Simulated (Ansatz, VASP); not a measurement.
# BAs: VASP beside Ansatz, part 2 of 2

Wanted: the spread between two codes on one cell, functional and k mesh. The cell is taken from a series of runs on this material, whose earlier steps may have relaxed, scaled, displaced or heated it; both programs get it as it stands.

VASP 6.6.1 and Ansatz 0.2.0.

So far: The starting structure; VASP: zone-centre phonons, LDA, pair 1.

## Step 3: Ansatz: zone-centre phonons, LDA, pair 1

Level of this step: Ansatz beside VASP: Kohn-Sham DFT, plane waves, LDA (Ansatz).

Ansatz runs on its PAW soft_1 files.

The same cell, functional (in two slightly different forms) and mesh now go to Ansatz, which takes its cutoff from its data sets.

input.yaml

```yaml
crystal:
  lattice:
    - [0.0595387448, 2.3543947604, 2.3543947604]
    - [2.3543947604, 0.0595387448, 2.3543947604]
    - [2.3543947604, 2.3543947604, 0.0595387448]
  atoms:
    - { symbol: B, position: [-0.0013372796, -0.0013372796, -0.0013372796] }
    - { symbol: As, position: [0.7513372796, 0.7513372796, 0.7513372796] }
kpoints:
  mp_grid: { grid: [12, 12, 12] }
hamiltonian:
  xc: lda
  pseudopotentials: { kind: paw, azcp: { folder: soft_1 }, xc_functional: pbe }
scf:
  occupations: { method: fixed }
output:
  eigenvalues: true
phonons:
  method: dfpt
  dielectric: true
  rigid_motions: translations
```

Started as:

```bash
> ansatz run input.yaml --threads 4 --pin off --max-ram 10240MiB --backend cpu --events-out ev --progress --plain --runs-dir out
```

Numbers of over 12 decimals in the logs are rounded to 6 here.

Output:

```text
Engine: ansatz 0.2.0, x86_64-unknown-linux-gnu
Pseudopotentials: kind: paw
Pseudopotential: B, paw, valence charge 3, recommended cutoff 420 eV (normal), soft_1/B.paw.azcp
Pseudopotential: As, paw, valence charge 15, recommended cutoff 420 eV (normal), soft_1/As.paw.azcp
Functional definition: SPW92
  exchange = slater_x
  correlation = pw_c
Crystal: 2 atoms, lattice volume = 25.112 Å³
Basis set: ecut = 420 eV, 531 PW (Γ), exchange–correlation on 48×48×48 points (8 copies of the dense FFT grid, shifted against one another)
Bands: 13, of which v1, the nominal top of the filled ones, is band 9 counted from 1 (8 counted from 0)
Symmetry: 6 space group operations
k-points: 476 of 1728 (irreducible under 2 space group operations, time reversal used)
Non-local potential: B, projectors of the file, l = 0: 2, l = 1: 2, l = 2: 1
Non-local potential: As, projectors of the file, l = 0: 2, l = 1: 2, l = 2: 3, l = 3: 1
PAW form: soft (Blöchl's): semilocal exchange-correlation on the pseudo side does not see the compensation charge
PAW frozen core: B, regenerated for the run's functional, and the local potential with it (the file was generated under x = pbe(κ = 0.804, μ = 0.219515), c = pbe(β = 0.066725))
PAW frozen core: As, regenerated for the run's functional, and the local potential with it (the file was generated under x = pbe(κ = 0.804, μ = 0.219515), c = pbe(β = 0.066725))
PAW one-centre angular grid: B, 110 points (default); XC on 64 Gauss nodes
PAW one-centre angular grid: As, 590 points (default); XC on 64 Gauss nodes
Initial density: superposition of atomic densities (chi_scale 0.1, normalization cell, long waves kept (reshape's long-wave potential 0.00 eV rms))
Initial wavefunctions: pseudopotential atomic-orbital guess
Functional: x = slater, c = lda
SCF iter   1: F=—  HF=-4924.290579 eV  |F-HF|=—  |Δ(HF+E_count)|=         —  Δρ=8.67e-2  dr2=2.39e0  ethr=3.10e-3  ⟨swp⟩=4.4  Hψ=31604  notcnv=0  defer=716
preconditioner: auto → none  [insulator: Δε(μ)=1.712 eV  Ē_g=13.122 eV  n_scr=8 (ndim 8)  ℏωp=21.0 eV  f_vac=0.000  ε∞_Penn≈3.6]
SCF iter   2: F=—  HF=-4923.520250 eV  |F-HF|=—  |Δ(HF+E_count)|=   7.70e-1  Δρ=2.61e-2  dr2=1.45e-1  ethr=3.10e-3  ⟨swp⟩=2.5  Hψ=13472  notcnv=0  defer=802
SCF iter   3: F=—  HF=-4923.477771 eV  |F-HF|=—  |Δ(HF+E_count)|=   4.25e-2  Δρ=1.04e-2  dr2=1.80e-2  ethr=8.04e-4  ⟨swp⟩=2.7  Hψ=10349  notcnv=0  defer=928
SCF iter   4: F=—  HF=-4923.473401 eV  |F-HF|=—  |Δ(HF+E_count)|=   4.37e-3  Δρ=2.48e-3  dr2=9.07e-4  ethr=1.00e-4  ⟨swp⟩=2.9  Hψ=11377  notcnv=0  defer=937
SCF iter   5: F=—  HF=-4923.473154 eV  |F-HF|=—  |Δ(HF+E_count)|=   2.47e-4  Δρ=5.15e-4  dr2=2.19e-5  ethr=5.04e-6  ⟨swp⟩=2.0  Hψ=11363  notcnv=0  defer=945
SCF iter   6: F=—  HF=-4923.473167 eV  |F-HF|=—  |Δ(HF+E_count)|=   1.28e-5  Δρ=5.59e-5  dr2=2.07e-7  ethr=1.22e-7  ⟨swp⟩=2.9  Hψ=11421  notcnv=0  defer=927
SCF iter   7: F=—  HF=-4923.473167 eV  |F-HF|=—  |Δ(HF+E_count)|=   4.81e-8  Δρ=6.55e-6  dr2=9.78e-9  ethr=1.15e-9  ⟨swp⟩=2.0  Hψ=10472  notcnv=0
SCF iter   8: F=—  HF=-4923.473167 eV  |F-HF|=—  |Δ(HF+E_count)|=   3.89e-9  Δρ=8.59e-7  dr2=1.02e-10  ethr=1.00e-12  ⟨swp⟩=6.2  Hψ=41483  notcnv=0
SCF iter   9: F=-4923.473167 eV  HF=-4923.473167 eV  |F-HF|=0.00e0  |Δ(HF+E_count)|=  9.00e-11  Δρ=1.16e-7  dr2=1.15e-12  ethr=1.00e-12  ⟨swp⟩=5.8  Hψ=26006  notcnv=0
SCF 1 converged in 9 iterations: F = -4923.473167 eV  dr2 = 1.15e-12
  greatest PAW one-centre occupation: 0.999 electrons in one spin orbital (limit 2), on the As atom at site 1 (counted from 0), in its partial waves of l = 2
NSCF: frozen V_eff on 21 k-points
DFPT response loops at Γ: preconditioner auto → none (the input reference at scf.mixing.eps_inf says where Resta's filter doesn't serve); β = 0.50; Broyden in place of MSR1
── the response to a field inside a basis, on 12×12×12 k-points: an SCF that follows is theirs, and a resumed run solves both again ──
Bands: 10, of which v1, the nominal top of the filled ones, is band 9 counted from 1 (8 counted from 0)
k-points: 182 of 1728 (time reversal used)
Initial density: handed on by an earlier stage of this run
Initial wavefunctions: pseudopotential atomic-orbital guess (no wavefunctions were taken with the density)
Eigensolver: Dense (182 Hₖ)
SCF iter   1: F=—  HF=-4923.472961 eV  |F-HF|=—  |Δ(HF+E_count)|=         —  Δρ=1.56e-4  dr2=1.36e-6  ethr=1.00e-1
preconditioner: auto → none  [insulator: Δε(μ)=1.030 eV  Ē_g=10.081 eV  n_scr=8 (ndim 8)  ℏωp=21.0 eV  f_vac=0.000  ε∞_Penn≈5.3]
SCF iter   2: F=—  HF=-4923.472961 eV  |F-HF|=—  |Δ(HF+E_count)|=   8.22e-8  Δρ=8.30e-5  dr2=4.47e-7  ethr=7.57e-9
SCF iter   3: F=-4923.472961 eV  HF=-4923.472961 eV  |F-HF|=4.41e-8  |Δ(HF+E_count)|=   1.80e-7  Δρ=1.63e-5  dr2=3.44e-8  ethr=2.48e-9
SCF 1 converged in 3 iterations: F = -4923.472961 eV  dr2 = 3.44e-8
DFPT response loops at Γ: mixed as the last ones told, above
SCF converged after 9 iterations
Free energy (F): -4923.473167 eV
Harris-Foulkes:  -4923.473167 eV  (|F-HF|=0.00e0)
Internal energy: -4923.473167 eV  (E = F + TS)
E sigma→0 (E₀):  -4923.473167 eV
Fermi energy:    11.864977 eV
--- Per-component energies (eV) ---
  E_band       = -204.412297
  E_kinetic    = 151.101421
  E_local      = -1889.165894  (includes V_loc(G=0)·N_el)
  E_nonlocal   = -379.899538
  E_hartree    = 1075.452950
  E_xc         = -104.420184
  E_vxc        = -114.574078  (∫ρ·V_xc dr)
  E_paw        = -2005.402144  (= ΣΔE_a)
  E_vpaw       = -122.780089  (= ΣTr[D̂ρ^β])
  E_aug_tail   = -0.000002  (compensation charges beyond the density's cutoff)
  E_ewald      = -1773.260839
  E_core_change = 2.121063  (= ΣΔE_core)
  E_smearing   = -0.000000  (= −TS)
  E_closure    = 0.000000  (closes the sum)
  Σ components = -4923.473167   (vs F -4923.473167, Δ=0.00e0)
--- Band table (eV; the first three rows and the last of 476) ---
  k-point 0: bands = [... 5 lower, -4.4327, 11.4395, 11.8650, 11.8650, 14.5765, 15.2971, 15.2971, 17.5579]
  k-point 1: bands = [... 5 lower, -4.3076, 10.7642, 11.2571, 11.6088, 14.8674, 15.4769, 15.6148, 18.0958]
  k-point 2: bands = [... 5 lower, -3.9359, 8.7708, 10.7477, 11.0740, 15.1493, 15.8167, 16.2437, 19.1864]
  k-point 475: bands = [... 5 lower, -1.5639, 2.3125, 10.0560, 10.0560, 15.4502, 16.8343, 16.8343, 20.8359]
--- Phonons (Γ-DFPT): 2 representative perturbations + reference, on 476 of 1728 k-points (Σ response iterations 6) ---
  k mesh reduced under 2 symmetry operations, with k and −k counted as one. Each operation leaves every solved perturbation unchanged. A smaller set is not considered because the run solves the response to a homogeneous field
  ASR residual: 4.093e-5 → 0.000e0 eV/Å²; symmetrization residual: 4.607e-7 eV/Å²
  ASR residual per site (eV/Å²): 4.09e-5 6.27e-6
  Γ frequencies (cm⁻¹): 0.00 0.00 0.00 717.84 747.49 747.49
  ε∞ (high-frequency dielectric tensor):
        9.538045     0.186990     0.186990
        0.186990     9.538045     0.186990
        0.186990     0.186990     9.538045
  ε⁰ (static dielectric tensor: ions relaxed, cell fixed):
        9.718019     0.176605     0.176605
        0.176605     9.718019     0.176605
        0.176605     0.176605     9.718019
  ε⁰ − ε∞ (ionic part):
        0.179973    -0.010386    -0.010386
       -0.010386     0.179973    -0.010386
       -0.010386    -0.010386     0.179973
  softest optical mode at Γ: 717.84 cm⁻¹; the repairs (sum rule, projections) moved no ω² at Γ by more than (1.09 cm⁻¹)²
  Born effective charges Z* (e; rows j = field, columns β = displacement):
    site 0:
        -0.68702    0.02906    0.02906
         0.02906   -0.68702    0.02906
         0.02906    0.02906   -0.68702
    site 1:
         0.68702   -0.02906   -0.02906
        -0.02906    0.68702   -0.02906
        -0.02906   -0.02906    0.68702
  Z* charge neutrality: 2.659e-3 e pre-enforcement
  solved inside a basis spanned on kpoints, on 12×12×12 k-points, its susceptibility summed on 16×16×16: ε∞ is read to err by 3.1e-2, Z* by 1.7e-2 e (field_mesh: kpoints solves on kpoints); Z* is corrected for what the basis lacks
  optical modes at Γ without the LO–TO term, one row a degenerate level:
      ω (cm⁻¹)  modes    IR ((D/Å)²/amu)
        717.84      1             0.9659
        747.49      2             2.5045
  optical modes at Γ + LO–TO along q̂ = [1.0000, 0.0000, 0.0000]:
      ω (cm⁻¹)  modes    IR ((D/Å)²/amu)
        719.53      1             0.9685
        747.49      1             1.2523
        752.74      1             1.2497
  optical modes at Γ + LO–TO along q̂ = [0.0000, 1.0000, 0.0000]:
      ω (cm⁻¹)  modes    IR ((D/Å)²/amu)
        719.53      1             0.9685
        747.49      1             1.2523
        752.74      1             1.2497
  optical modes at Γ + LO–TO along q̂ = [0.0000, 0.0000, 1.0000]:
      ω (cm⁻¹)  modes    IR ((D/Å)²/amu)
        719.53      1             0.9685
        747.49      1             1.2523
        752.74      1             1.2497
```

## Step 4: Differences

Known differences besides the potentials themselves: the two LDA forms differ slightly; fixed occupations in Ansatz, narrow Gaussian smearing in VASP; VASP's response is taken on the typed mesh, Ansatz refines its own for the field response alone; the data sets hold 18 valence electrons in Ansatz (on its PAW soft_1 files) and 8 in VASP; the cutoff is 420 eV in Ansatz and 500 eV in VASP; VASP's log shows a relativistic correction to its local exchange, Ansatz's none. Total energies have different zeros and are not compared.

Both answers:

| quantity | Ansatz | VASP | difference |
| --- | --- | --- | --- |
| ε∞ xx | 9.54 | 9.53 | +0.12 % |
| ε∞ yy | 9.54 | 9.53 | +0.12 % |
| ε∞ zz | 9.54 | 9.53 | +0.12 % |
| Born charge of B1 (mean of the diagonal) (e) | -0.69 | -0.73 | +0.05 |
| Born charge of As2 (mean of the diagonal) (e) | 0.69 | 0.73 | -0.05 |
| optical mode 1 (cm⁻¹) | 717.8 | 723.2 | -0.74 % |
| optical mode 2 to 3 (cm⁻¹) | 747.5 | 753.0 | -0.73 % |

Modes are paired by rising frequency, not by their patterns, so a pair may set unlike modes beside each other; they are those without the splitting of longitudinal modes.

## Step 5: VASP: zone-centre phonons, LDA, pair 2

Second derivatives magnify differences that forces hide, and they need a tight electronic threshold. The cell compared in this pair holds 25.56 Å³, against 25.11 Å³ for the pair before.

INCAR

```
SYSTEM = BAs
PREC = Accurate
ENCUT = 500
EDIFF = 1E-08
NELM = 120
ISMEAR = 0
SIGMA = 0.01
LREAL = .FALSE.
ALGO = Normal
GGA = CA
NBANDS = 10
LORBIT = 11
LWAVE = .FALSE.
LCHARG = .FALSE.
ISIF = 2
IBRION = 8
LEPSILON = .TRUE.
LASPH = .TRUE.
GGA_COMPAT = .FALSE.
EFERMI = MIDGAP
KPAR = 2
```

POSCAR

```
BAs
1.0
    0.0395257600      2.3580400851      2.3580400851
    2.3580400851      0.0395257600      2.3580400851
    2.3580400851      2.3580400851      0.0395257600
B As
1 1
Direct
    0.9991434123      0.9991434123      0.9991434123
    0.7508565877      0.7508565877      0.7508565877
```

KPOINTS

```
Automatic mesh
0
Gamma
12 12 12
0 0 0
```

PAW data sets: B and As (LDA family, release 64).

Started as:

```bash
> mpirun -np 2 vasp_std
```

Output:

```text
[... set-up lines as in an earlier step ...]
 entering main loop
       N       E                     dE             d eps       ncg     rms          rms(c)
DAV:   1     0.105771303062E+02    0.10577E+02   -0.38325E+03  3780   0.688E+02
DAV:   2    -0.131522573893E+02   -0.23729E+02   -0.22764E+02  5310   0.109E+02
DAV:   3    -0.137577688623E+02   -0.60551E+00   -0.60439E+00  4472   0.170E+01
DAV:   4    -0.137594319288E+02   -0.16631E-02   -0.16630E-02  4614   0.993E-01
[...]
DAV:  11    -0.128925051480E+02   -0.13652E-05   -0.19071E-06  4504   0.100E-02    0.137E-02
DAV:  12    -0.128925050116E+02    0.13640E-06   -0.63730E-07  4170   0.371E-03    0.246E-03
DAV:  13    -0.128925050149E+02   -0.32281E-08   -0.32077E-08  4348   0.120E-03
   1 F= -.12892505E+02 E0= -.12892505E+02  d E =0.000000E+00
 Linear response reoptimize wavefunctions to high precision
DAV:   1    -0.128925050141E+02    0.76238E-09   -0.53544E-09  4186   0.349E-04
DAV:   2    -0.128925050141E+02   -0.11426E-10   -0.11849E-10  2350   0.892E-05
 Linear response G [H, r] |phi>, progress :
  Direction:   1
[...]
RMM:  10    -0.422345025907E-01   -0.82914E-08    0.32302E-08 15870   0.274E-05    0.835E-07
 first order change of Fermi-energy  -0.21874E+01
 force on displaced ion       1 direction 1 : -18.534   0.357   0.357
 Born effective charge ion    1 direction 1 :  -0.685   0.019   0.019
 Linear response progress:
  Degree of freedom:   2/  2
       N       E                     dE             d eps       ncg     rms          rms(c)
RMM:   1    -0.398290983353E-01   -0.39829E-01    0.27469E-02 23056   0.115E+00
RMM:   2    -0.374898134008E-01    0.23393E-02   -0.54714E-04 15227   0.213E-01    0.996E-02
RMM:   3    -0.374175455758E-01    0.72268E-04    0.75629E-05 16281   0.267E-02    0.582E-02
RMM:   4    -0.374716960784E-01   -0.54151E-04    0.44517E-05 16036   0.297E-02    0.329E-03
[...]
RMM:   9    -0.374677733749E-01    0.10638E-08   -0.23054E-07 17209   0.326E-05    0.299E-06
RMM:  10    -0.374677852895E-01   -0.11915E-07   -0.24885E-07 14884   0.292E-05    0.222E-07
RMM:  11    -0.374677866501E-01   -0.13607E-08   -0.24677E-07 10500   0.288E-05    0.817E-08
 first order change of Fermi-energy   0.21877E+01
 force on displaced ion       2 direction 1 : -18.535   0.356   0.356
 Born effective charge ion    2 direction 1 :   0.680  -0.018  -0.018
 Born effective charges drift removed
 Linear response finished
```

Parts of OUTCAR (step 5):

```text
  Total        1.0890228      1.0890228      1.0890228     -0.4537889     -0.4537889     -0.4537889
  in kB       68.2530571     68.2530571     68.2530571    -28.4406175    -28.4406175    -28.4406175
  external PRESSURE =      68.2530571 kB  Pullay stress =       0.0000000 kB

 POSITION                                       TOTAL-FORCE (eV/Angst)
 -----------------------------------------------------------------------------------
      4.75153      4.75153      4.75153        -0.005079     -0.005079     -0.005079
      3.57078      3.57078      3.57078         0.005079      0.005079      0.005079
 -----------------------------------------------------------------------------------
    total drift:                               -0.000082     -0.000082     -0.000082

 MACROSCOPIC STATIC DIELECTRIC TENSOR (including local field effects in DFT)
 ------------------------------------------------------
           9.550663     0.126730     0.126730
           0.126730     9.550663     0.126730
           0.126730     0.126730     9.550663
 ------------------------------------------------------

 MACROSCOPIC STATIC DIELECTRIC TENSOR IONIC CONTRIBUTION
 ------------------------------------------------------
           0.177714    -0.006564    -0.006564
          -0.006564     0.177714    -0.006564
          -0.006564    -0.006564     0.177714
 ------------------------------------------------------

[... 1 part as in an earlier step ...]

[... 1 further part left out ...]
```

## Step 6: Ansatz: zone-centre phonons, LDA, pair 2

The same cell, functional (in two slightly different forms) and mesh now go to Ansatz, which takes its cutoff from its data sets.

The cell is taken from a series of runs on this material, whose earlier steps may have relaxed, scaled, displaced or heated it; both programs get it as it stands.

input.yaml, the sections that differ from step 3:

```yaml
crystal:
  lattice:
    - [0.03952576, 2.3580400851, 2.3580400851]
    - [2.3580400851, 0.03952576, 2.3580400851]
    - [2.3580400851, 2.3580400851, 0.03952576]
  atoms:
    - { symbol: B, position: [-0.0008565877, -0.0008565877, -0.0008565877] }
    - { symbol: As, position: [0.7508565877, 0.7508565877, 0.7508565877] }
# kpoints, hamiltonian, scf, output, phonons: as in step 3
```

Started as:

```bash
> ansatz run input.yaml --threads 4 --pin off --max-ram 10240MiB --backend cpu --events-out ev --progress --plain --runs-dir out
```

Output:

```text
[...]
Crystal: 2 atoms, lattice volume = 25.564 Å³
Basis set: ecut = 420 eV, 531 PW (Γ), exchange–correlation on 48×48×48 points (8 copies of the dense FFT grid, shifted against one another)
Bands: 13, of which v1, the nominal top of the filled ones, is band 9 counted from 1 (8 counted from 0)
Symmetry: 6 space group operations
k-points: 476 of 1728 (irreducible under 2 space group operations, time reversal used)
[...]
optical modes at Γ + LO–TO along q̂ = [1.0000, 0.0000, 0.0000]:
      ω (cm⁻¹)  modes    IR ((D/Å)²/amu)
[...]
optical modes at Γ + LO–TO along q̂ = [0.0000, 1.0000, 0.0000]:
      ω (cm⁻¹)  modes    IR ((D/Å)²/amu)
[...]
736.49      1             1.0534
  optical modes at Γ + LO–TO along q̂ = [0.0000, 0.0000, 1.0000]:
      ω (cm⁻¹)  modes    IR ((D/Å)²/amu)
        712.48      1             0.8824
        732.00      1             1.0557
        736.49      1             1.0534
[key lines of the parts left out:]
SCF converged after 9 iterations
Free energy (F): -4923.508312 eV
Fermi energy:    11.516295 eV
```

## Step 7: Side by side

What differs besides the data sets and the points named for the pairs above, as far as they apply: the data sets hold 18 valence electrons in Ansatz (on its PAW soft_1 files) and 8 in VASP. Total energies have different zeros and are not compared.

Compared:

| quantity | Ansatz | VASP | difference |
| --- | --- | --- | --- |
| ε∞ xx | 9.56 | 9.55 | +0.12 % |
| ε∞ yy | 9.56 | 9.55 | +0.12 % |
| ε∞ zz | 9.56 | 9.55 | +0.12 % |
| Born charge of B1 (mean of the diagonal) (e) | -0.64 | -0.68 | +0.04 |
| Born charge of As2 (mean of the diagonal) (e) | 0.64 | 0.68 | -0.04 |
| optical mode 1 (cm⁻¹) | 711.0 | 716.2 | -0.72 % |
| optical mode 2 to 3 (cm⁻¹) | 732.0 | 737.4 | -0.73 % |

Modes are paired by rising frequency, not by their patterns, so a pair may set unlike modes beside each other; they are those without the splitting of longitudinal modes.

## Step 8: What came out

- r.m.s. difference of the optical zone-centre modes, each program's sorted by frequency (zone-centre phonons, LDA, pair 1): 5.4 cm⁻¹
- difference in optical mode 1 (zone-centre phonons, LDA, pair 1): -0.7 %
- r.m.s. difference of the optical zone-centre modes, each program's sorted by frequency (zone-centre phonons, LDA, pair 2): 5.3 cm⁻¹
- difference in optical mode 2 to 3 (zone-centre phonons, LDA, pair 2): -0.7 %

In words: The r.m.s. difference of the optical zone-centre modes, each program's sorted by frequency is 5.4 cm⁻¹ (zone-centre phonons, LDA, pair 1). The data sets hold unlike numbers of valence electrons (18 in Ansatz and 8 in VASP), so part of the differences comes from the potentials. Among the rows given in per cent, the largest difference of the zone-centre phonons, LDA, pair 1 pair is in optical mode 1, -0.7 %. Among the rows given in per cent, the largest difference of the zone-centre phonons, LDA, pair 2 pair is in optical mode 2 to 3, -0.7 %. How closely two codes agree says nothing of how well the functional describes the real material.

[Lines on the potential files, build, host, timing and source positions are cut from VASP's logs without a mark.]

[Logs are printed without paths, hosts, clocks, repeated set-up lines and the standing remarks that a program may print on its own settings, such as how far it seeks lower states.]

[Hosts, paths, dates, database ids (printed as entryN), source tags and the programs' standing remarks are cut or masked in the printed files.]
